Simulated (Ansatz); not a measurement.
A calculation with Ansatz 0.2.0 of Be (native input, structure typed inline):

The input input.yaml:

```yaml
crystal:
  lattice:
    - [2.39428494, 0.0, 0.0]
    - [-1.19714247, 2.0735115819, 0.0]
    - [0.0, 0.0, 3.7551289]
  atoms:
    - { symbol: Be, position: [0.6666666667, 0.3333333333, 0.75] }
    - { symbol: Be, position: [0.3333333333, 0.6666666667, 0.25] }
hamiltonian:
  xc: pbesol
  pseudopotentials: { kind: paw, xc_functional: lda, accuracy: standard }
kpoints:
  mp_grid: { grid: [13, 13, 8] }
  band_path:
    path:
      - [[0.0, 0.0, 0.0], [0.5, 0.0, 0.0], [0.3333333333, 0.3333333333, 0.0], [0.0, 0.0, 0.0], [0.0, 0.0, 0.5], [0.5, 0.0, 0.5], [0.3333333333, 0.3333333333, 0.5], [0.0, 0.0, 0.5]]
      - [[0.5, 0.0, 0.5], [0.5, 0.0, 0.0]]
      - [[0.3333333333, 0.3333333333, 0.0], [0.3333333333, 0.3333333333, 0.5]]
    npoints: 14
scf:
  occupations: { method: tetrahedron }
  n_extra_bands: 6
output:
  forces: true
  stress: true
  fatbands: false
```

Potentials or basis: JTH PAW LDA.

Command:

```bash
$ ansatz run input.yaml --threads 2 --pin off --max-ram 5120MiB --backend cpu --events-out ev --progress --plain --runs-dir out
```

The cell isn't the ideal one: volume scaled by 1.15.

Task: Write the same calculation in another form: ASE script, structure from a P1 CIF.

Result: As run:

run.py

```python
import json

import ase.io
import numpy as np

import ansatz as az

atoms = ase.io.read("Be.cif")
atoms.info.pop("occupancy", None)

calculation = (
    az.Crystal.from_ase(atoms)
    .calculation()
    .kpoints(13, 13, 8)
    .functional("pbesol")
    .pseudopotentials(kind="paw", accuracy="standard", xc_functional="lda")
    .scf(extra_bands=6)
    .occupations(method="tetrahedron")
    .band_structure(path=(((0.0, 0.0, 0.0), (0.5, 0.0, 0.0), (0.3333333333, 0.3333333333, 0.0), (0.0, 0.0, 0.0),
        (0.0, 0.0, 0.5), (0.5, 0.0, 0.5), (0.3333333333, 0.3333333333, 0.5), (0.0, 0.0, 0.5)), ((0.5, 0.0, 0.5),
        (0.5, 0.0, 0.0)), ((0.3333333333, 0.3333333333, 0.0), (0.3333333333, 0.3333333333, 0.5))), intervals=14)
    .forces()
    .stress()
)
outcome = calculation.run(threads=2, events_out="events.jsonl")

report = outcome.report
for line in open("events.jsonl"):
    event = json.loads(line)
    if event["event"] == "scf_iter":
        d = event["data"]
        print(f"SCF {d['iter']:3d}  HF = {d['harris_foulkes_ev']:.6f} eV  dr2 = {d['dr2_ev']:.2e} eV")
    elif event["event"] in ("relax_step", "md_step"):
        d = event["data"]
        print(f"{event['event']} {d['step']:3d}  E = {d['lagrangian_ev']:.6f} eV")
np.set_printoptions(precision=5, suppress=True, linewidth=110)
print("converged:", report["converged"], "after", report["n_iterations"], "iterations")
print(f"free energy {report['free_energy_ev']:.6f} eV, Fermi level {report['fermi_energy_ev']:.4f} eV")
for key in ("band_edges_ev", "magnetization_mub", "site_moments_mub", "site_moments_nc_mub", "forces_ev_ang",
                "stress_gpa"):
    if report.get(key) is not None:
        print(key, np.array(report[key]), sep="\n")
```

File Be.cif:

```cif
data_Be
_cell_length_a 2.39428494
_cell_length_b 2.39428494
_cell_length_c 3.75512890
_cell_angle_alpha 90.00000000
_cell_angle_beta 90.00000000
_cell_angle_gamma 120.00000000
_space_group_name_H-M_alt 'P1'
_space_group_name_Hall 'P 1'
_space_group_IT_number 1
loop_
_space_group_symop_operation_xyz
'x,y,z'
loop_
_atom_site_label
_atom_site_type_symbol
_atom_site_symmetry_multiplicity
_atom_site_Wyckoff_symbol
_atom_site_fract_x
_atom_site_fract_y
_atom_site_fract_z
_atom_site_occupancy
Be1 Be 1 a 0.6666666667 0.3333333333 0.7500000000 1
Be2 Be 1 a 0.3333333333 0.6666666667 0.2500000000 1
```

Potentials or basis: JTH PAW LDA.

Launch:

```bash
$ python run.py
```

Both were run:

|  | native input, structure typed inline | ASE script, structure from a P1 CIF |
| --- | --- | --- |
| Pressure | -15.7 GPa | -15.7 GPa |
| Band gap on the k mesh | none (metal or under the smearing width) | none (metal or under the smearing width) |

Keys that steer only the numerical path or the files written may differ.

Caveat: the PAW data sets were made with another functional, which shifts forces and pressure a little; with tetrahedron occupations forces and stress needn't match the slope of the energy.
